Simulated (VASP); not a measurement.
# CdO (Fm-3m) in VASP: notebook, part 2 of 2

VASP 6.6.1. Earlier steps stand in the parts before.

**3. Relaxation of cell and atoms, PBE**

This run uses another cell than the first one, of 13.67 Å³/atom, 1.054 times its volume.

The input, INCAR:

```
ALGO = Normal ; AMIX = 0.2
EDIFF = 1E-7 ; EDIFFG = -0.002
ENCUT = 520 ; GGA = PE
IBRION = 2 ; ISIF = 3
ISMEAR = 0 ; LASPH = True
LCHARG = False ; LREAL = False
LWAVE = False ; NELM = 100
NSW = 80 ; PREC = Accurate
SIGMA = 0.02
```

The input, KPOINTS:

```
k-points
0
Gamma
  12 12 12
```

The input, POSCAR:

```
CdO                                     
1.0
    0.0000000000      2.3910166114      2.3910166114
    2.3910166114     -0.0000000000      2.3910166114
    2.3910166114      2.3910166114     -0.0000000000
  Cd              O             
     1     1
Direct
     0.0000000000000000    0.0000000000000000    0.0000000000000000
     0.5000000000000000    0.5000000000000000    0.5000000000000000
```

Potentials or basis: VASP PAW PBE potentials, release 64 (Cd, O).

The run is started by

```bash
$ cat potpaw_PBE.64/Cd/POTCAR potpaw_PBE.64/O/POTCAR > POTCAR
$ mpirun -np 1 vasp_std > vasp.out
```

OUTCAR:

```text
AMIX = 0.2
   EDIFF = 1E-7
   EDIFFG = -0.002
   ENCUT = 520
   GGA = PE
   IBRION = 2
   ISIF = 3
   ISMEAR = 0
   LASPH = True
   LREAL = False
   NELM = 100
   NSW = 80
   PREC = Accurate

 ion  position               nearest neighbor table
   1  0.000  0.000  0.000-   2 2.39   2 2.39   2 2.39   2 2.39   2 2.39   2 2.39
   2  0.500  0.500  0.500-   1 2.39   1 2.39   1 2.39   1 2.39   1 2.39   1 2.39

  LATTYP: Found a face centered cubic cell.
 ALAT       =     4.7820332228

  Lattice vectors:

 A1 = (   0.0000000000,   2.3910166114,   2.3910166114)
 A2 = (   2.3910166114,   0.0000000000,   2.3910166114)
 A3 = (   2.3910166114,   2.3910166114,   0.0000000000)

Analysis of symmetry for initial positions (statically):
=====================================================================
 Subroutine PRICEL returns:
 Original cell was already a primitive cell.

 Routine SETGRP: Setting up the symmetry group for a
 face centered cubic supercell.

 Subroutine GETGRP returns: Found 48 space group operations
 (whereof 48 operations were pure point group operations)
 out of a pool of 48 trial point group operations.

The static configuration has the point symmetry O_h .

Analysis of symmetry for dynamics (positions and initial velocities):
=====================================================================
 Subroutine PRICEL returns:
 Original cell was already a primitive cell.

 Routine SETGRP: Setting up the symmetry group for a
 face centered cubic supercell.

 Subroutine GETGRP returns: Found 48 space group operations
 (whereof 48 operations were pure point group operations)
 out of a pool of 48 trial point group operations.

The dynamic configuration has the point symmetry O_h .

 Subroutine INISYM returns: Found 48 space group operations
 (whereof 48 operations are pure point group operations),
 and found     1 'primitive' translations

----------------------------------------------------------------------------------------

                                     Primitive cell

  volume of cell :      27.3387

  direct lattice vectors                    reciprocal lattice vectors
     0.000000000  2.391016611  2.391016611    -0.209116071  0.209116071  0.209116071
     2.391016611  0.000000000  2.391016611     0.209116071 -0.209116071  0.209116071
     2.391016611  2.391016611  0.000000000     0.209116071  0.209116071 -0.209116071

  length of vectors
     3.381408120  3.381408120  3.381408120     0.362199660  0.362199660  0.362199660

  position of ions in fractional coordinates (direct lattice)
     0.000000000  0.000000000  0.000000000
     0.500000000  0.500000000  0.500000000

  ion indices of the primitive-cell ions
   primitive index   ion index
                 1           1
                 2           2

----------------------------------------------------------------------------------------

 KPOINTS: k-points

Automatic generation of k-mesh.
 Grid dimensions read from file:
[... 111 lines left out ...]
  ext. energy  EPLUGINS =         0.00000000
  ---------------------------------------------------
  free energy    TOTEN  =        -7.72908142 eV

  energy without entropy =       -7.72905314  energy(sigma->0) =       -7.72906728

------------------------ aborting loop because EDIFF is reached ----------------------------------------

  FORCE on cell =-STRESS in cart. coord.  units (eV):
  Direction    XX          YY          ZZ          XY          YZ          ZX
  --------------------------------------------------------------------------------------
  -------------------------------------------------------------------------------------
  Total        0.0075262      0.0075262      0.0075262     -0.0000000      0.0000000     -0.0000000
  in kB        0.4410730      0.4410730      0.4410730     -0.0000000      0.0000000     -0.0000000
  external PRESSURE =       0.4410730 kB  Pullay stress =       0.0000000 kB

 VOLUME and BASIS-vectors are now :
 -----------------------------------------------------------------------------
  energy-cutoff  :      520.00
  volume of cell :       27.34
      direct lattice vectors                 reciprocal lattice vectors
     0.000000000  2.391016611  2.391016611    -0.209116071  0.209116071  0.209116071
     2.391016611  0.000000000  2.391016611     0.209116071 -0.209116071  0.209116071
     2.391016611  2.391016611  0.000000000     0.209116071  0.209116071 -0.209116071

 POSITION                                       TOTAL-FORCE (eV/Angst)
 -----------------------------------------------------------------------------------
      0.00000      0.00000      0.00000         0.000000      0.000000      0.000000
      2.39102      2.39102      2.39102        -0.000000     -0.000000     -0.000000
 -----------------------------------------------------------------------------------
    total drift:                                0.000000      0.000000      0.000000

  FREE ENERGIE OF THE ION-ELECTRON SYSTEM (eV)
  ---------------------------------------------------
  free  energy   TOTEN  =        -7.7290814224 eV

  energy  without entropy=       -7.7290531448  energy(sigma->0) =       -7.72906728

--------------------------------------- Ionic step        2  -------------------------------------------

 number of electron      17.9999995 magnetization

 Free energy of the ion-electron system (eV)
  ---------------------------------------------------
  ext. energy  EPLUGINS =         0.00000000
  ---------------------------------------------------
  free energy    TOTEN  =        -7.72908256 eV

  energy without entropy =       -7.72905428  energy(sigma->0) =       -7.72906842

 E-fermi :   1.5700     XC(G=0): -11.4017

 val. band max:        1.5533627297   @ k =   0.5000   0.0000   0.0000
 cond. band min:       1.8706586274   @ k =   0.0833   0.0000   0.0000
 fundamental gap:      0.3172958977
 Fermi energy:         1.5699729959

 k-point     1 :       0.0000    0.0000    0.0000
  band No.  band energies     occupation
      1     -15.4378      2.00000
      2      -5.0672      2.00000
      3      -5.0672      2.00000
      4      -5.0672      2.00000
      5      -4.7941      2.00000
      6      -4.7941      2.00000
      7       0.4163      2.00000
      8       0.4163      2.00000
      9       0.4163      2.00000
     10       1.0269      2.00000
     11      16.4568      0.00000
     12      18.2195      0.00000
     13      18.2195      0.00000
[... 354 lines left out ...]
  band No.  band energies     occupation
      1     -14.7563      2.00000
      2      -5.6406      2.00000
      3      -5.4324      2.00000
      4      -5.3453      2.00000
      5      -4.6032      2.00000
      6      -4.5806      2.00000
      7      -1.9969      2.00000
      8       0.4484      2.00000
      9       1.3265      2.00000
     10       7.1326      0.00000
     11       8.1966      0.00000
     12      11.6521      0.00000
     13      13.5664      0.00000

 [... further k-points ...]

------------------------ aborting loop because EDIFF is reached ----------------------------------------

  FORCE on cell =-STRESS in cart. coord.  units (eV):
  Direction    XX          YY          ZZ          XY          YZ          ZX
  --------------------------------------------------------------------------------------
  -------------------------------------------------------------------------------------
  Total       -0.0027181     -0.0027181     -0.0027181     -0.0000000      0.0000000      0.0000000
  in kB       -0.1592064     -0.1592064     -0.1592064     -0.0000000      0.0000000      0.0000000
  external PRESSURE =      -0.1592064 kB  Pullay stress =       0.0000000 kB

 VOLUME and BASIS-vectors are now :
 -----------------------------------------------------------------------------
  energy-cutoff  :      520.00
  volume of cell :       27.35
      direct lattice vectors                 reciprocal lattice vectors
     0.000000000  2.391450683  2.391450683    -0.209078115  0.209078115  0.209078115
     2.391450683 -0.000000000  2.391450683     0.209078115 -0.209078115  0.209078115
     2.391450683  2.391450683 -0.000000000     0.209078115  0.209078115 -0.209078115

 POSITION                                       TOTAL-FORCE (eV/Angst)
 -----------------------------------------------------------------------------------
      0.00000      2.39145      2.39145         0.000000     -0.000000      0.000000
      2.39145      2.39145      2.39145        -0.000000      0.000000     -0.000000
 -----------------------------------------------------------------------------------
    total drift:                               -0.000000     -0.000000      0.000000

  FREE ENERGIE OF THE ION-ELECTRON SYSTEM (eV)
  ---------------------------------------------------
  free  energy   TOTEN  =        -7.7290825632 eV

  energy  without entropy=       -7.7290542791  energy(sigma->0) =       -7.72906842

 reached required accuracy - stopping structural energy minimisation
```

OSZICAR:

```text
N       E                     dE             d eps       ncg     rms          rms(c)
DAV:   1     0.124024039229E+03    0.12402E+03   -0.10612E+04  1928   0.141E+03
DAV:   2    -0.501677818553E+01   -0.12904E+03   -0.12029E+03  2095   0.338E+02
DAV:   3    -0.955175937756E+01   -0.45350E+01   -0.45238E+01  2097   0.706E+01
[... 18 lines left out ...]
DAV:   3    -0.772908586147E+01    0.18072E-04   -0.48709E-05  2142   0.100E-01    0.155E-02
DAV:   4    -0.772908382068E+01    0.20408E-05   -0.43262E-06  2217   0.348E-02    0.138E-02
DAV:   5    -0.772908337400E+01    0.44668E-06   -0.34125E-07  1687   0.695E-03    0.920E-03
DAV:   6    -0.772908264041E+01    0.73359E-06   -0.10091E-07  1355   0.330E-03    0.767E-04
DAV:   7    -0.772908256316E+01    0.77246E-07   -0.16624E-08   936   0.164E-03
   2 F= -.77290826E+01 E0= -.77290684E+01  d E =-.114073E-05
```

It took 40 s on 1 thread of Intel Xeon Platinum 8375C at 2.90GHz (Ice Lake), shared host; peak memory 0.17 GiB.

Results:

```yaml
Free_energy: -7.7291 eV
Relaxed_volume: 13.68 Å³/atom
Relaxed_cell: a = 3.382 Å, b = 3.382 Å, c = 3.382 Å, α = 60.00°, β = 60.00°, γ = 60.00°
Space_group_after_relaxing_to_0.05_Å: Fm-3m (No. 225)
Energy_gained_by_relaxing: 0.0 meV/atom
Ionic_steps: 2
Pressure_after_relaxing: 0.0 GPa
Band_gap_on_the_k_mesh: none (metal or under the smearing width)
```

Final structure:
```xyz
2
Lattice="0.0000 2.3915 2.3915 2.3915 0.0000 2.3915 2.3915 2.3915 0.0000" Properties=species:S:1:pos:R:3 pbc="T T T"
Cd    0.0000    2.3915    2.3915
O     2.3915    2.3915    2.3915
```

Caveat: this crystal is a semiconductor, whose small gap the functional closes, so the metal is an error of the method.
